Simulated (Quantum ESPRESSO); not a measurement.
## V under changes of volume

One of the cells (13.891 Å³/atom); the others are scaled copies at fixed shape and fractional positions:

```xyz
1
Lattice="-1.5144 1.5144 1.5144 1.5144 -1.5144 1.5144 1.5144 1.5144 -1.5144" Properties=species:S:1:pos:R:3 pbc="T T T"
V     0.0000    0.0000    0.0000
```

| Item | Value |
| --- | --- |
| Program | Quantum ESPRESSO 7.5 |
| Functional | LDA |
| Potentials or basis | PseudoDojo 0.4.1 SR LDA standard |
| Cutoff | 1143 eV |
| Density cutoff | 4572 eV |
| k mesh | 12 × 12 × 12 |
| Occupations | fermi-dirac, width 0.05 eV |
| Spin | collinear spin, ferromagnetic start |
| Starting moments | [2.0] μB |

```tsv
volume (Å³/atom)	energy over the lowest point (meV/atom)	pressure (GPa)
13.058	0.00	-8.1
13.336	17.27	-11.6
13.613	40.22	-14.8
13.891	68.34	-17.6
14.169	101.20	-20.2
14.447	138.35	-22.5
14.725	?	?
```

Q: What does the run at 14.725 Å³/atom give?

A: Energy over the lowest point 179.39 meV/atom; pressure -24.6 GPa.

Worked out: A Birch-Murnaghan fit of order 3 (a polynomial in V^(-2/3)) to the other rows has no minimum within the range. It gives 179.37 meV/atom at 14.725 Å³/atom, against the run's 179.39, and -dE/dV = -24.7 GPa, against -24.6.

Energies are extrapolated to zero smearing.
